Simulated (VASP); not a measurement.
# SiO2 (P4_2/mnm) in VASP: a series of runs

Aim: see how the results for SiO2 move with the level of theory and the settings. Levels: PBE, PBE+D3(BJ). Tasks: relaxation of cell and atoms.

Program: VASP 6.6.1. These are calculated values, not measurements. Logs are shortened: lines on timing, memory, paths and dates and some standing lists are left out, and cuts for length are marked.

**1. The structure**

The structure is tetragonal, space group P4_2/mnm (No. 136). Conventional cell: a = 4.186 Å, b = 4.186 Å, c = 2.668 Å, α = 90.00°, β = 90.00°, γ = 90.00°. Si (site symmetry mmm) has 6 O at 1.76 to 1.81 Å as nearest neighbours. O (site symmetry m2m) is surrounded by 3 Si at 1.76 to 1.81 Å.

**2. Relaxation of cell and atoms, PBE**

Contents of INCAR:

```
SYSTEM = SiO2
ALGO = Normal ; EDIFF = 1E-7
EDIFFG = -0.005 ; ENCUT = 600
GGA = PE ; IBRION = 2
ISIF = 3 ; ISMEAR = 0
LASPH = .TRUE. ; LCHARG = .FALSE.
LREAL = .FALSE. ; LWAVE = .FALSE.
NELM = 60 ; NSW = 90
PREC = Accurate ; SIGMA = 0.02
```

Contents of KPOINTS:

```
k-points
0
G
  6 6 8
  0 0 0
```

Contents of POSCAR:

```
SiO2
1.0
    4.1865000000      0.0000000000      0.0000000000
    0.0000000000      4.1865000000      0.0000000000
    0.0000000000      0.0000000000      2.6684000000
Si O
2 4
Direct
    0.0000000000      0.0000000000      0.0000000000
    0.5000000000      0.5000000000      0.5000000000
    0.3059000000      0.3059000000      0.0000000000
    0.1941000000      0.8059000000      0.5000000000
    0.6941000000      0.6941000000      0.0000000000
    0.8059000000      0.1941000000      0.5000000000
```

Potentials or basis: VASP PAW PBE potentials, release 64 (Si, O).

Run with:

```sh
$ cat potpaw_PBE.64/Si/POTCAR potpaw_PBE.64/O/POTCAR > POTCAR
$ mpirun -np 1 vasp_std > vasp.out
```

OUTCAR:

```text
SYSTEM = SiO2
   EDIFF = 1E-7
   EDIFFG = -0.005
   ENCUT = 600
   GGA = PE
   IBRION = 2
   ISIF = 3
   ISMEAR = 0
   LASPH = .TRUE.
   LREAL = .FALSE.
   NELM = 60
   NSW = 90
   PREC = Accurate

 ion  position               nearest neighbor table
   1  0.000  0.000  0.000-   4 1.76   6 1.76   4 1.76   6 1.76   5 1.81   3 1.81
   2  0.500  0.500  0.500-   3 1.76   5 1.76   3 1.76   5 1.76   4 1.81   6 1.81
   3  0.306  0.306  0.000-   2 1.76   2 1.76   1 1.81
   4  0.194  0.806  0.500-   1 1.76   1 1.76   2 1.81
   5  0.694  0.694  0.000-   2 1.76   2 1.76   1 1.81
   6  0.806  0.194  0.500-   1 1.76   1 1.76   2 1.81

  LATTYP: Found a simple tetragonal cell.
 ALAT       =     4.1865000000
 C/A-ratio  =     0.6373820614

  Lattice vectors:

 A1 = (   4.1865000000,   0.0000000000,   0.0000000000)
 A2 = (   0.0000000000,   4.1865000000,   0.0000000000)
 A3 = (   0.0000000000,   0.0000000000,   2.6684000000)

Analysis of symmetry for initial positions (statically):
=====================================================================
 Subroutine PRICEL returns:
 Original cell was already a primitive cell.

 Routine SETGRP: Setting up the symmetry group for a
 simple tetragonal supercell.

 Subroutine GETGRP returns: Found 16 space group operations
 (whereof  8 operations were pure point group operations)
 out of a pool of 16 trial point group operations.

The static configuration has the point symmetry D_2h.
 The point group associated with its full space group is D_4h.

Analysis of symmetry for dynamics (positions and initial velocities):
=====================================================================
 Subroutine PRICEL returns:
 Original cell was already a primitive cell.

 Routine SETGRP: Setting up the symmetry group for a
 simple tetragonal supercell.

 Subroutine GETGRP returns: Found 16 space group operations
 (whereof  8 operations were pure point group operations)
 out of a pool of 16 trial point group operations.

The dynamic configuration has the point symmetry D_2h.
 The point group associated with its full space group is D_4h.

 Subroutine INISYM returns: Found 16 space group operations
 (whereof  8 operations are pure point group operations),
 and found     1 'primitive' translations

----------------------------------------------------------------------------------------

                                     Primitive cell

  volume of cell :      46.7685

  direct lattice vectors                    reciprocal lattice vectors
     4.186500000  0.000000000  0.000000000     0.238863012  0.000000000  0.000000000
     0.000000000  4.186500000  0.000000000     0.000000000  0.238863012  0.000000000
     0.000000000  0.000000000  2.668400000     0.000000000  0.000000000  0.374756408

  length of vectors
     4.186500000  4.186500000  2.668400000     0.238863012  0.238863012  0.374756408

  position of ions in fractional coordinates (direct lattice)
     0.000000000  0.000000000  0.000000000
     0.500000000  0.500000000  0.500000000
     0.305900000  0.305900000  0.000000000
     0.194100000  0.805900000  0.500000000
     0.694100000  0.694100000  0.000000000
     0.805900000  0.194100000  0.500000000

  ion indices of the primitive-cell ions
   primitive index   ion index
                 1           1
                 2           2
                 3           3
                 4           4
                 5           5
                 6           6

----------------------------------------------------------------------------------------

 KPOINTS: k-points

Automatic generation of k-mesh.
 Grid dimensions read from file:
 generate k-points for:    6    6    8

 Generating k-lattice:

  Cartesian coordinates                     Fractional coordinates (reciprocal lattice)
     0.039810502  0.000000000  0.000000000     0.166666667  0.000000000  0.000000000
     0.000000000  0.039810502  0.000000000     0.000000000  0.166666667  0.000000000
     0.000000000  0.000000000  0.046844551     0.000000000  0.000000000  0.125000000

  Length of vectors
     0.039810502  0.039810502  0.046844551

  Shift w.r.t. Gamma in fractional coordinates (k-lattice)
     0.000000000  0.000000000  0.000000000

 Subroutine IBZKPT returns following result:
 ===========================================

 Found     50 irreducible k-points:

 Following reciprocal coordinates:
            Coordinates               Weight
  0.000000  0.000000  0.000000      1.000000
  0.166667  0.000000  0.000000      4.000000
  0.333333  0.000000  0.000000      4.000000
  0.500000  0.000000  0.000000      2.000000
  0.166667  0.166667  0.000000      4.000000
  0.333333  0.166667  0.000000      8.000000
[... 16 lines left out ...]
  0.333333  0.000000  0.250000      8.000000
  0.500000  0.000000  0.250000      4.000000
 [... further k-points ...]
   k-points           NKPTS =     50   k-points in BZ     NKDIM =     50   number of bands    NBANDS=     20
   number of dos      NEDOS =    301   number of ions     NIONS =      6
   total plane-waves  NPLWV =  31104
   dimension x,y,z NGX =    36 NGY =   36 NGZ =   24
   dimension x,y,z NGXF=    72 NGYF=   72 NGZF=   48
   ions per type =               2   4
   NGX,Y,Z   is equivalent  to a cutoff of  14.30, 14.30, 14.95 a.u.
   NGXF,Y,Z  is equivalent  to a cutoff of  28.59, 28.59, 29.90 a.u.
 SYSTEM =  SiO2
   PREC   = accura    normal or accurate (medium, high low for compatibility)
   ISTART =      0    job   : 0-new  1-cont  2-samecut
   ICHARG =      2    charge: 1-file 2-atom 10-const
   ISPIN  =      1    spin polarized calculation?
   LNONCOLLINEAR =      F non collinear calculations
   LSORBIT =      F    spin-orbit coupling
   LASPH  =      T    aspherical Exc in radial PAW
   ENCUT  =  600.0 eV  44.10 Ry    6.64 a.u.   8.36  8.36  5.33*2*pi/ulx,y,z
   NELM   =     60;   NELMIN=  2; NELMDL= -5     # of ELM steps
   EDIFF  = 0.1E-06   stopping-criterion for ELM
   LREAL  =      F    real-space projection
   EDIFFG = -.5E-02   stopping-criterion for IOM
   NSW    =     90    number of steps for IOM
   IBRION =      2    ionic relax: 0-MD 1-quasi-New 2-CG
   NFREE  =      1    steps in history (QN), initial steepest desc. (CG)
   ISIF   =      3    stress and relaxation
   ISYM   =      2    0-nonsym 1-usesym 2-fastsym
   POTIM  = 0.5000    time-step for ionic-motion
   TEBEG  =    0.0;   TEEND  =   0.0 temperature during run
   PSTRESS=    0.0 pullay stress
   NELECT =      32.0000    total number of electrons
   NUPDOWN=      -1.0000    fix difference up-down
   EMIN   =  10.00;   EMAX   =-10.00  energy-range for DOS
   EFERMI =   0.00;   METHOD = LEGACY
   ISMEAR =     0;   SIGMA  =   0.02  broadening in eV -4-tet -1-fermi 0-gaus
   EFERMI_NEDOS =   21; number of points for ismear=-14 and -15
   IALGO  =     38    algorithm
   IMIX   =      4    mixing-type and parameters
     AMIX     =   0.40;   BMIX     =  1.00
     AMIX_MAG =   1.60;   BMIX_MAG =  1.00
  volume/ion in A,a.u.               =       7.79        52.60
  Fermi-wavevector in a.u.,A,eV,Ry     =   1.442582  2.726084 28.314299  2.081042
  Thomas-Fermi vector in A             =   2.561086
   LORBIT       =      0    0 simple, 1 ext, 2 COOP (PROOUT), +10 PAW based schemes
   GGA     = PE    functional components
   LHFCALC =     F    Hartree Fock is set to
   AEXX    =    0.0000 exact exchange contribution
   IVDW    =     0    specifies the selected vdW correction
   LEPSILON=     F    determine dielectric tensor
   LRPA    =     F    only Hartree local field effects (RPA)
 conjugate gradient relaxation of ions
 non-spin polarized calculation
 Gauss-broadening in eV      SIGMA  =   0.02
  energy-cutoff  :      600.00
  volume of cell :       46.77
 maximum number of plane-waves:      1588
 NGX is ok and might be reduce to    36
   NGX = 17   NGY = 17   NGZ = 11

--------------------------------------- Ionic step        1  -------------------------------------------

 number of electron      32.0000003 magnetization

 Free energy of the ion-electron system (eV)
  ---------------------------------------------------
  ext. energy  EPLUGINS =         0.00000000
  ---------------------------------------------------
  free energy    TOTEN  =       -46.28627816 eV

  energy without entropy =      -46.28627816  energy(sigma->0) =      -46.28627816

------------------------ aborting loop because EDIFF is reached ----------------------------------------

  FORCE on cell =-STRESS in cart. coord.  units (eV):
  Direction    XX          YY          ZZ          XY          YZ          ZX
  --------------------------------------------------------------------------------------
  -------------------------------------------------------------------------------------
  Total        2.4438546      2.4438546      3.0760618      0.0000000      0.0000000      0.0000000
  in kB       83.7206934     83.7206934    105.3786209      0.0000000      0.0000000      0.0000000
  external PRESSURE =      90.9400026 kB  Pullay stress =       0.0000000 kB
[... 101 lines left out ...]
  FREE ENERGIE OF THE ION-ELECTRON SYSTEM (eV)
  ---------------------------------------------------
  free  energy   TOTEN  =       -46.3230279168 eV

  energy  without entropy=      -46.3230279168  energy(sigma->0) =      -46.32302792

[... ionic steps 4 to 7 ...]

--------------------------------------- Ionic step        8  -------------------------------------------

 number of electron      32.0000007 magnetization

------------------------ aborting loop because EDIFF is reached ----------------------------------------

  FORCE on cell =-STRESS in cart. coord.  units (eV):
  Direction    XX          YY          ZZ          XY          YZ          ZX
  --------------------------------------------------------------------------------------
  -------------------------------------------------------------------------------------
  Total       -0.0245968     -0.0245968     -0.0523631      0.0000000      0.0000000      0.0000000
  in kB       -0.8171313     -0.8171313     -1.7395557      0.0000000      0.0000000      0.0000000
  external PRESSURE =      -1.1246061 kB  Pullay stress =       0.0000000 kB
[... 65 lines left out ...]
  energy  without entropy=      -46.3251677203  energy(sigma->0) =      -46.32516772

--------------------------------------- Ionic step       10  -------------------------------------------

 number of electron      32.0000007 magnetization

 Free energy of the ion-electron system (eV)
  ---------------------------------------------------
  ext. energy  EPLUGINS =         0.00000000
  ---------------------------------------------------
  free energy    TOTEN  =       -46.32517422 eV

  energy without entropy =      -46.32517422  energy(sigma->0) =      -46.32517422

 E-fermi :   7.8384     XC(G=0): -12.0882

 val. band max:        7.7545724139   @ k =   0.0000   0.0000   0.0000
 cond. band min:      12.7876328092   @ k =   0.0000   0.0000   0.0000
 fundamental gap:      5.0330603953
 Fermi energy:         7.8383990195

 k-point     1 :       0.0000    0.0000    0.0000
  band No.  band energies     occupation
      1     -14.4692      2.00000
      2     -11.0031      2.00000
      3     -11.0031      2.00000
      4     -10.8286      2.00000
      5      -2.8759      2.00000
      6       1.5160      2.00000
[... 12 lines left out ...]
     19      16.0261      0.00000
[... 513 lines left out ...]
      4     -10.3808      2.00000
      5      -0.7575      2.00000
      6      -0.7575      2.00000
[... 12 lines left out ...]
     19      17.9980      0.00000
     20      17.9980      0.00000

 [... further k-points ...]
[... 5 lines left out ...]
  --------------------------------------------------------------------------------------
  -------------------------------------------------------------------------------------
  Total        0.0012925      0.0012925      0.0019522     -0.0000000      0.0000000      0.0000000
  in kB        0.0429520      0.0429520      0.0648777     -0.0000000      0.0000000      0.0000000
  external PRESSURE =       0.0502606 kB  Pullay stress =       0.0000000 kB
[... 21 lines left out ...]
  FREE ENERGIE OF THE ION-ELECTRON SYSTEM (eV)
  ---------------------------------------------------
  free  energy   TOTEN  =       -46.3251742160 eV

  energy  without entropy=      -46.3251742160  energy(sigma->0) =      -46.32517422

 reached required accuracy - stopping structural energy minimisation
```

Wall time 2.7 min (1 thread of Intel Xeon Platinum 8488C (Sapphire Rapids), shared host); peak memory 0.19 GiB.

Results:

* Free energy: -46.3252 eV
* Relaxed volume: 8.04 Å³/atom
* Relaxed cell: a = 4.231 Å, b = 4.231 Å, c = 2.693 Å, α = 90.00°, β = 90.00°, γ = 90.00°
* Space group after relaxing (to 0.05 Å): P4_2/mnm (No. 136)
* Energy gained by relaxing: 6.5 meV/atom
* Ionic steps: 10
* Pressure after relaxing: 0.0 GPa
* Band gap on the k mesh: 5.03 eV, direct

The path:
```csv
step,energy change (eV),largest force (eV/Å),pressure (GPa),volume (Å³)
1,0.0000,0.0546,9.09,46.77
2,0.0220,0.3778,-10.02,49.83
3,-0.0367,0.1499,0.05,48.09
4,-0.0367,0.1461,0.22,48.06
5,-0.0386,0.0213,0.17,48.16
6,-0.0386,0.0142,0.16,48.16
7,-0.0389,0.0018,-0.10,48.23
8,-0.0389,0.0024,-0.11,48.23
9,-0.0389,0.0034,0.11,48.20
10,-0.0389,0.0006,0.01,48.21
```

Final structure:
```
CELL_PARAMETERS angstrom
4.23132 0.00000 0.00000
0.00000 4.23132 0.00000
0.00000 0.00000 2.69274
ATOMIC_POSITIONS crystal
Si 0.00000 0.00000 0.00000
Si 0.50000 0.50000 0.50000
O 0.30676 0.30676 0.00000
O 0.19324 0.80676 0.50000
O 0.69324 0.69324 0.00000
O 0.80676 0.19324 0.50000
```

Levels at points of the mesh, in eV from the valence-band top:
```tsv
k point	band 14	band 15	band 16	band 17	band 18	band 19
(0.00, 0.00, 0.00)	-0.85	-0.85	0.00	5.03	6.59	8.27
(0.50, 0.00, 0.00)	-2.62	-1.04	-1.04	7.30	7.30	8.87
(0.50, 0.50, 0.00)	-2.55	-2.17	-2.17	7.02	7.02	9.77
(0.00, 0.00, 0.50)	-2.89	-2.57	-2.57	8.64	8.64	12.25
(0.50, 0.00, 0.50)	-2.21	-1.67	-1.67	8.44	8.44	9.46
(0.50, 0.50, 0.50)	-1.72	-1.47	-1.47	6.81	6.81	10.71
```

A k mesh can miss the band edges. PBE usually gives volumes a little too large and moduli too small.

**3. Relaxation of cell and atoms, PBE+D3(BJ)**

Contents of INCAR:

```
SYSTEM = SiO2
ALGO = Normal ; EDIFF = 1E-7
EDIFFG = -0.005 ; ENCUT = 600
GGA = PE ; IBRION = 2
ISIF = 3 ; ISMEAR = 0
IVDW = 12 ; LASPH = .TRUE.
LCHARG = .FALSE. ; LREAL = .FALSE.
LWAVE = .FALSE. ; NELM = 60
NSW = 90 ; PREC = Accurate
SIGMA = 0.02
```

KPOINTS is that of step 2.

POSCAR is that of step 2.

Potentials or basis: VASP PAW PBE potentials, release 64 (Si, O).

Run with:

```sh
$ cat potpaw_PBE.64/Si/POTCAR potpaw_PBE.64/O/POTCAR > POTCAR
$ mpirun -np 1 vasp_std > vasp.out
```

Run time: 1.8 min. Hardware: 1 thread of Intel Xeon Platinum 8488C (Sapphire Rapids), shared host; peak memory 0.21 GiB.

The run converged. Its results:

- Free energy: -47.7300 eV
- Relaxed volume: 7.89 Å³/atom
- Relaxed cell: a = 4.200 Å, b = 4.200 Å, c = 2.685 Å, α = 90.00°, β = 90.00°, γ = 90.00°
- Space group after relaxing (to 0.05 Å): P4_2/mnm (No. 136)
- Energy gained by relaxing: 1.3 meV/atom
- Ionic steps: 5
- Pressure after relaxing: 0.0 GPa
- Band gap on the k mesh: 5.30 eV, direct
- Dispersion energy per atom: -0.236 eV

Step by step:
```
step  energy change (eV)  largest force (eV/Å)  pressure (GPa)  volume (Å³)
   1              0.0000                0.0561            4.04        46.77
   2              0.0061                0.1786           -5.13        48.11
   3             -0.0076                0.0486            0.00        47.34
   4             -0.0078                0.0198            0.00        47.36
   5             -0.0078                0.0017            0.00        47.35
```

Final structure:
```cif
data_structure
_symmetry_space_group_name_H-M 'P 1'
_symmetry_Int_Tables_number 1
_cell_length_a 4.1997
_cell_length_b 4.1997
_cell_length_c 2.6846
_cell_angle_alpha 90.000
_cell_angle_beta 90.000
_cell_angle_gamma 90.000
_cell_volume 47.35
loop_
_atom_site_label
_atom_site_type_symbol
_atom_site_fract_x
_atom_site_fract_y
_atom_site_fract_z
_atom_site_occupancy
Si1 Si 0.00000 0.00000 0.00000 1
Si2 Si 0.50000 0.50000 0.50000 1
O1 O 0.30594 0.30594 0.00000 1
O2 O 0.19406 0.80594 0.50000 1
O3 O 0.69406 0.69406 0.00000 1
O4 O 0.80594 0.19406 0.50000 1
```

Levels at points of the mesh, in eV from the valence-band top:
| k point | band 12 | band 13 | band 14 | band 15 | band 16 | band 17 | band 18 | band 19 | band 20 |
| --- | --- | --- | --- | --- | --- | --- | --- | --- | --- |
| (0.00, 0.00, 0.00) | -3.10 | -2.51 | -0.87 | -0.87 | 0.00 | 5.30 | 6.62 | 8.34 | 8.34 |
| (0.50, 0.00, 0.00) | -3.81 | -2.66 | -2.66 | -1.05 | -1.05 | 7.50 | 7.50 | 8.94 | 8.94 |
| (0.50, 0.50, 0.00) | -3.23 | -2.64 | -2.64 | -2.22 | -2.22 | 7.21 | 7.21 | 9.90 | 9.90 |
| (0.00, 0.00, 0.50) | -4.58 | -3.00 | -3.00 | -2.62 | -2.62 | 8.87 | 8.87 | 12.48 | 12.48 |
| (0.50, 0.00, 0.50) | -3.92 | -2.24 | -2.24 | -1.72 | -1.72 | 8.60 | 8.60 | 9.69 | 9.69 |
| (0.50, 0.50, 0.50) | -4.44 | -1.73 | -1.73 | -1.52 | -1.52 | 6.97 | 6.97 | 10.91 | 10.91 |
